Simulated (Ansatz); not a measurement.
## Ir: course of a relaxation

All numbers below come from DFT PBE, scalar-relativistic, plane waves, PAW (Ansatz). Settings: 420 eV cutoff, 18×18×18 k-mesh, Gaussian smearing of 0.10 eV, no spin polarisation.

What was changed: relaxed at 1 GPa.

Spin–orbit coupling is left out, which can shift energies with elements as heavy as these.

Command:

```bash
ansatz run input.yaml --threads 1 --pin off --max-ram 2560MiB --backend cpu --events-out ev --progress --plain --runs-dir out
```

Input:

```yaml
crystal:
  lattice:
    - [0.0, 1.9288993514, 1.9288993514]
    - [1.9288993514, 0.0, 1.9288993514]
    - [1.9288993514, 1.9288993514, 0.0]
  atoms:
    - { symbol: Ir, position: [0.0, 0.0, 0.0] }
basis:
  ecutwfc: 420
kpoints:
  mp_grid: { grid: [18, 18, 18] }
hamiltonian:
  xc: pbe
scf:
  occupations: { method: gaussian, width: 0.1 }
output:
  forces: true
  stress: true
  eigenvalues: true
relax:
  adjacent_minimum: "off"
  f_tol: 0.008
  max_steps: 50
  cell: { stress_tol: 0.08, p_target: 1.0 }
```

F is the free energy. Steps run on the plane waves of an earlier cell, but the last one, and at times one on the way, on a freshly chosen basis, so a repeated geometry can differ a little in energy. The relaxation lowers the enthalpy F + PV at the target pressure, so F itself can rise.

Steps:

```tsv
step	F − F(1) (eV)	largest force component (eV/Å)	V (Å³/atom)	P (GPa)
1	0.0000	0.000	14.354	3.54
2	0.0002	0.000	14.644	-3.42
3	-0.0014	0.000	14.458	0.93
4	-0.0015	0.000	14.458	0.93
```

Relaxed structure:

```
CELL_PARAMETERS angstrom
0.00000 1.93359 1.93359
1.93359 0.00000 1.93359
1.93359 1.93359 0.00000
ATOMIC_POSITIONS crystal
Ir 0.00000 0.00000 0.00000
```

Symmetry: Fm-3m, No. 225, cubic system. Conventional cell: a = 3.867 Å, b = 3.867 Å, c = 3.867 Å, α = 90.00°, β = 90.00°, γ = 90.00°. Around Ir (site symmetry m-3m) lie 12 Ir at 2.73 Å.

The run converged. The run took 22 s on 1 thread of Intel(R) Xeon(R) Processor @ 2.50GHz (Skylake/Cascade Lake), with other jobs on the host, peak memory 0.34 GiB.